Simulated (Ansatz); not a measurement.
## α-quartz-type GeO₂ (metastable phase)

Computed with HSE06 in Ansatz (plane waves, PAW).

Settings: plane-wave cutoff 460 eV, 6×6×4 k mesh (along the axes of the cell as run), Fermi–Dirac smearing 0.01 eV, scalar-relativistic PAW data made under PBE.

Cell (measured lattice):

```yaml
crystal:
  lattice:
    - [4.98700, 0.00000, 0.00000]
    - [-2.49350, 4.31887, 0.00000]
    - [0.00000, 0.00000, 5.65200]
  atoms:
    - { symbol: Ge, position: [0.00000, 0.44979, 0.33333] }
    - { symbol: Ge, position: [0.55021, 0.55021, 0.00000] }
    - { symbol: Ge, position: [0.44979, 0.00000, 0.66667] }
    - { symbol: O, position: [0.30577, 0.39339, 0.24695] }
    - { symbol: O, position: [0.60661, 0.91238, 0.91361] }
    - { symbol: O, position: [0.69423, 0.08762, 0.41972] }
    - { symbol: O, position: [0.91238, 0.60661, 0.08639] }
    - { symbol: O, position: [0.39339, 0.30577, 0.75305] }
    - { symbol: O, position: [0.08762, 0.69423, 0.58028] }
```

- band gap: 5.32 eV (indirect)
- smallest direct gap on the k points sampled: 5.38 eV

Note: cell and atoms aren't relaxed at this level (largest force component 0.32 eV/Å, pressure -2.2 GPa).

Spin–orbit coupling is not included.

It cost roughly 10 core-minutes of CPU time.

Ansatz is an electronic-structure program.
